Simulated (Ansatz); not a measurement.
# MgPbBr3: the cost of one run

Method: DFT PBE, scalar-relativistic, plane waves, PAW, in Ansatz 0.2.0.

### 1 The starting structure

The structure is tetragonal, space group P4mm (No. 99). Conventional cell: a = 4.945 Å, b = 4.945 Å, c = 5.028 Å, α = 90.00°, β = 90.00°, γ = 90.00°. Mg (site symmetry 4mm) has 6 Br at 2.29 to 2.74 Å as nearest neighbours. Pb (site symmetry 4mm) is surrounded by 12 Br at 3.45 to 3.61 Å. Around Br (site symmetry 4mm) lie 2 Mg at 2.29 to 2.74 Å. Br (site symmetry 2mm) has 2 Mg at 2.48 Å and 4 Pb at 3.45 to 3.61 Å as nearest neighbours.

Coordinates:

```
Mg Pb Br
1.0
     4.94533    0.00000    0.00000
     0.00000    4.94533    0.00000
     0.00000    0.00000    5.02825
Mg Pb Br
1 1 3
Direct
  0.50000 0.50000 0.50000
  0.00000 0.00000 0.01800
  0.50000 0.50000 0.04400
  0.50000 0.00000 0.54000
  0.00000 0.50000 0.54000
```

A structure generator made this guess: species swapped into a database cell of KNbO3 (P4mm, No. 99), with Pb on the K sites, Mg on the Nb sites and Br on the O sites. Lengths come from tabulated atomic sizes and are only a guess.

### 2 A first look at the guess

Contents of input.yaml:

```yaml
crystal:
  lattice:
    - [4.94532799, 0.0, 0.0]
    - [0.0, 4.94532799, 0.0]
    - [0.0, 0.0, 5.02824534]
  atoms:
    - { symbol: Mg, position: [0.5, 0.5, 0.5] }
    - { symbol: Pb, position: [0.0, 0.0, 0.018] }
    - { symbol: Br, position: [0.5, 0.5, 0.044] }
    - { symbol: Br, position: [0.5, 0.0, 0.54000002] }
    - { symbol: Br, position: [0.0, 0.5, 0.54000002] }
basis:
  ecutwfc: 420
kpoints:
  mp_grid: { grid: [4, 4, 4] }
hamiltonian:
  xc: pbe
scf:
  occupations: { method: gaussian, width: 0.1 }
  lower_state_search: "off"
output:
  forces: true
  stress: true
  eigenvalues: true
```

Launch:

```
$ ansatz run input.yaml --threads 1 --pin off --max-ram 2560MiB --backend cpu --events-out ev --progress --plain --runs-dir out
```

**Question.** How long does this run take on 1 thread of Intel Xeon Platinum 8488C (Sapphire Rapids), shared host, and how much memory does it need?

About 3.7 s, with a peak of 0.39 GiB.
